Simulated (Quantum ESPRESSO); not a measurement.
# SnO (P4/nmm) in Quantum ESPRESSO: settings compared, part 2 of 2

Quantum ESPRESSO 7.5. The steps go on from the part before.

## 10. Band structure, r2SCAN

pw.in reads:

```
&CONTROL
  calculation = 'scf'
  prefix = 'pwscf'
  outdir = './tmp'
  pseudo_dir = './pseudo'
  tprnfor = .true.
  tstress = .true.
  disk_io = 'low'
/
&SYSTEM
  ibrav = 0
  celldm(1) = 8
  nat = 4
  ntyp = 2
  ecutwfc = 88
  nbnd = 28
  input_dft = 'r2scan'
  occupations = 'smearing'
  smearing = 'fd'
  degauss = 0.00367493
  nosym = .true.
/
&ELECTRONS
  conv_thr = 1d-08
  electron_maxstep = 120
  mixing_beta = 0.5
/
ATOMIC_SPECIES
Sn   118.7100 Sn_ONCV_PBE-1.2.upf
O     15.9990 O_ONCV_PBE-1.2.upf
CELL_PARAMETERS alat
  0.9008549360743   0.0000000000000   0.0000000000000
  0.0000000000000   0.9008549360743   0.0000000000000
  0.0000000000000   0.0000000000000   1.1543659664739
ATOMIC_POSITIONS crystal
Sn     0.5000000000    0.0000000000    0.7646261400
Sn     0.0000000000    0.5000000000    0.2353738600
O      0.0000000000    0.0000000000    0.0000000000
O      0.5000000000    0.5000000000    0.0000000000
K_POINTS automatic
5 5 4 0 0 0
```

bands.in reads:

```
&CONTROL
  calculation = 'bands'
  prefix = 'pwscf'
  outdir = './tmp'
  pseudo_dir = './pseudo'
  disk_io = 'low'
  verbosity = 'high'
/
&SYSTEM
  ibrav = 0
  celldm(1) = 8
  nat = 4
  ntyp = 2
  ecutwfc = 88
  nbnd = 28
  input_dft = 'r2scan'
  occupations = 'smearing'
  smearing = 'fd'
  degauss = 0.00367493
  nosym = .true.
/
&ELECTRONS
  conv_thr = 1d-08
  electron_maxstep = 120
  mixing_beta = 0.5
  diago_full_acc = .true.
  startingwfc = 'random'
/
ATOMIC_SPECIES
Sn   118.7100 Sn_ONCV_PBE-1.2.upf
O     15.9990 O_ONCV_PBE-1.2.upf
CELL_PARAMETERS alat
  0.9008549360743   0.0000000000000   0.0000000000000
  0.0000000000000   0.9008549360743   0.0000000000000
  0.0000000000000   0.0000000000000   1.1543659664739
ATOMIC_POSITIONS crystal
Sn     0.5000000000    0.0000000000    0.7646261400
Sn     0.0000000000    0.5000000000    0.2353738600
O      0.0000000000    0.0000000000    0.0000000000
O      0.5000000000    0.5000000000    0.0000000000
K_POINTS crystal
60
 0.0000000000  0.0000000000  0.0000000000 1
 0.0000000000  0.0833333333  0.0000000000 1
 0.0000000000  0.1666666667  0.0000000000 1
 0.0000000000  0.2500000000  0.0000000000 1
 0.0000000000  0.3333333333  0.0000000000 1
 0.0000000000  0.4166666667  0.0000000000 1
 0.0000000000  0.5000000000  0.0000000000 1
 0.0833333333  0.5000000000  0.0000000000 1
 0.1666666667  0.5000000000  0.0000000000 1
 0.2500000000  0.5000000000  0.0000000000 1
 0.3333333333  0.5000000000  0.0000000000 1
 0.4166666667  0.5000000000  0.0000000000 1
 0.5000000000  0.5000000000  0.0000000000 1
 0.4375000000  0.4375000000  0.0000000000 1
 0.3750000000  0.3750000000  0.0000000000 1
 0.3125000000  0.3125000000  0.0000000000 1
 0.2500000000  0.2500000000  0.0000000000 1
 0.1875000000  0.1875000000  0.0000000000 1
 0.1250000000  0.1250000000  0.0000000000 1
 0.0625000000  0.0625000000  0.0000000000 1
 0.0000000000  0.0000000000  0.0000000000 1
 0.0000000000  0.0000000000  0.1250000000 1
 0.0000000000  0.0000000000  0.2500000000 1
 0.0000000000  0.0000000000  0.3750000000 1
 0.0000000000  0.0000000000  0.5000000000 1
 0.0000000000  0.0833333333  0.5000000000 1
 0.0000000000  0.1666666667  0.5000000000 1
 0.0000000000  0.2500000000  0.5000000000 1
 0.0000000000  0.3333333333  0.5000000000 1
 0.0000000000  0.4166666667  0.5000000000 1
 0.0000000000  0.5000000000  0.5000000000 1
 0.0714285714  0.5000000000  0.5000000000 1
 0.1428571429  0.5000000000  0.5000000000 1
 0.2142857143  0.5000000000  0.5000000000 1
 0.2857142857  0.5000000000  0.5000000000 1
 0.3571428571  0.5000000000  0.5000000000 1
 0.4285714286  0.5000000000  0.5000000000 1
 0.5000000000  0.5000000000  0.5000000000 1
 0.4500000000  0.4500000000  0.5000000000 1
 0.4000000000  0.4000000000  0.5000000000 1
 0.3500000000  0.3500000000  0.5000000000 1
 0.3000000000  0.3000000000  0.5000000000 1
 0.2500000000  0.2500000000  0.5000000000 1
 0.2000000000  0.2000000000  0.5000000000 1
 0.1500000000  0.1500000000  0.5000000000 1
 0.1000000000  0.1000000000  0.5000000000 1
 0.0500000000  0.0500000000  0.5000000000 1
 0.0000000000  0.0000000000  0.5000000000 1
 0.0000000000  0.5000000000  0.0000000000 1
 0.0000000000  0.5000000000  0.1000000000 1
 0.0000000000  0.5000000000  0.2000000000 1
 0.0000000000  0.5000000000  0.3000000000 1
 0.0000000000  0.5000000000  0.4000000000 1
 0.0000000000  0.5000000000  0.5000000000 1
 0.5000000000  0.5000000000  0.0000000000 1
 0.5000000000  0.5000000000  0.1000000000 1
 0.5000000000  0.5000000000  0.2000000000 1
 0.5000000000  0.5000000000  0.3000000000 1
 0.5000000000  0.5000000000  0.4000000000 1
 0.5000000000  0.5000000000  0.5000000000 1
```

Potentials or basis: SG15 PBE 1.2.

The run is started by

```console
$ OMP_NUM_THREADS=1 mpirun -n 2 pw.x -nk 2 -in pw.in > pw.out
$ OMP_NUM_THREADS=1 mpirun -n 2 pw.x -nk 2 -in bands.in > bands.out
```

pw.out:

```text
This program is part of the open-source Quantum ESPRESSO suite
     for quantum simulation of materials; please cite
         "P. Giannozzi et al., J. Phys.:Condens. Matter 21 395502 (2009);
         "P. Giannozzi et al., J. Phys.:Condens. Matter 29 465901 (2017);
         "P. Giannozzi et al., J. Chem. Phys. 152 154105 (2020);
     in publications or presentations arising from this work. More details at

     IMPORTANT: XC functional enforced from input :
     Exchange-correlation= R2SCAN
                           (   0   0   0   0   0 497 498)
     Any further DFT definition will be discarded
     Please, verify this is what you really want

     K-points division:     npool     =       2
     Subspace diagonalization in iterative solution of the eigenvalue problem:
[... 226 lines left out ...]
     7.4554   7.7284   7.7284  10.8327  13.1937  15.5729  16.0324  16.0324
    16.9510  16.9510  18.2269  19.0967
[... 346 lines left out ...]
   -11.1285 -11.0575 -10.3989 -10.3905 -10.3725 -10.3648 -10.3071 -10.3034
   -10.2842 -10.2809  -8.8720  -8.2503   2.3244   3.0189   4.7853   5.7615
     6.7546   7.5654   8.2303   9.1112  13.3847  13.8303  15.3988  16.4353
    17.6769  18.4750  19.8709  20.4971

     the Fermi energy is    11.2880 ev

!    total energy              =    -303.82689443 Ry
     estimated scf accuracy    <          2.3E-09 Ry
     smearing contrib. (-TS)   =      -0.00000019 Ry
     internal energy E=F+TS    =    -303.82689424 Ry

     The total energy is F=E-TS. E is the sum of the following terms:
     one-electron contribution =    -102.05389007 Ry
     hartree contribution      =      74.55862665 Ry
     xc contribution           =     -42.21210042 Ry
     ewald contribution        =    -234.11953040 Ry

     convergence has been achieved in  11 iterations

     Forces acting on atoms (cartesian axes, Ry/au):

     atom    1 type  1   force =     0.00000048    0.00000052    0.00977149
     atom    2 type  1   force =     0.00000034   -0.00000082   -0.00977096
     atom    3 type  2   force =    -0.00000202    0.00000074   -0.00000091
     atom    4 type  2   force =     0.00000120   -0.00000045    0.00000038

     Total force =     0.013819     Total SCF correction =     0.000069

     Computing stress (Cartesian axis) and pressure

          total   stress  (Ry/bohr**3)                   (kbar)     P=       -6.46
  -0.00003714  -0.00000000   0.00000000           -5.46       -0.00        0.00
  -0.00000000  -0.00003714   0.00000000           -0.00       -5.46        0.00
   0.00000000   0.00000000  -0.00005754            0.00        0.00       -8.46

=------------------------------------------------------------------------------=
   JOB DONE.
=------------------------------------------------------------------------------=
```

Wall time 2.8 min (2 MPI ranks of AMD EPYC 9R45 (Zen 5), shared host); peak memory 0.4 GiB.

Results:

| Item | Value |
| --- | --- |
| Free energy | -4133.7755 eV |
| Pressure | -0.6 GPa |
| Largest force | 0.251 eV/Å |
| Band gap along the path | 0.55 eV, indirect (least direct gap 2.34 eV) |

Forces in eV/Å, atoms in the order of the input:
```
Sn   0.000  0.000  0.251
Sn   0.000  0.000 -0.251
O    0.000  0.000  0.000
O    0.000  0.000  0.000
```

Levels at the corners of the path, in eV from the valence-band top:
| point | band 16 | band 17 | band 18 | band 19 | band 20 | band 21 | band 22 | band 23 | band 24 | band 25 |
| --- | --- | --- | --- | --- | --- | --- | --- | --- | --- | --- |
| Γ | -6.21 | -3.38 | -3.10 | -3.10 | 0.00 | 2.36 | 4.74 | 5.20 | 5.20 | 6.12 |
| X | -4.94 | -4.77 | -4.77 | -2.64 | -2.64 | 3.49 | 3.49 | 6.35 | 6.35 | 6.46 |
| M | -5.11 | -2.41 | -2.41 | -2.01 | -2.01 | 0.55 | 0.55 | 5.00 | 5.00 | 7.69 |
| Γ | -6.21 | -3.38 | -3.10 | -3.10 | 0.00 | 2.36 | 4.74 | 5.20 | 5.20 | 6.12 |
| Z | -3.43 | -3.39 | -3.12 | -3.12 | -2.16 | 2.00 | 3.42 | 3.42 | 3.96 | 8.56 |
| R | -5.38 | -4.74 | -4.74 | -1.74 | -1.74 | 2.92 | 2.92 | 5.90 | 5.90 | 7.07 |
| A | -5.53 | -2.73 | -2.73 | -2.41 | -2.41 | 2.88 | 2.88 | 4.40 | 4.40 | 6.10 |
| Z | -3.43 | -3.39 | -3.12 | -3.12 | -2.16 | 2.00 | 3.42 | 3.42 | 3.96 | 8.56 |
| X | -4.94 | -4.77 | -4.77 | -2.64 | -2.64 | 3.49 | 3.49 | 6.35 | 6.35 | 6.46 |
| R | -5.38 | -4.74 | -4.74 | -1.74 | -1.74 | 2.92 | 2.92 | 5.90 | 5.90 | 7.07 |
| M | -5.11 | -2.41 | -2.41 | -2.01 | -2.01 | 0.55 | 0.55 | 5.00 | 5.00 | 7.69 |
| A | -5.53 | -2.73 | -2.73 | -2.41 | -2.41 | 2.88 | 2.88 | 4.40 | 4.40 | 6.10 |

Caveat: the potentials were made for another functional, which shifts forces and pressure; spin-orbit coupling is left out, which moves the levels of the heavy elements.
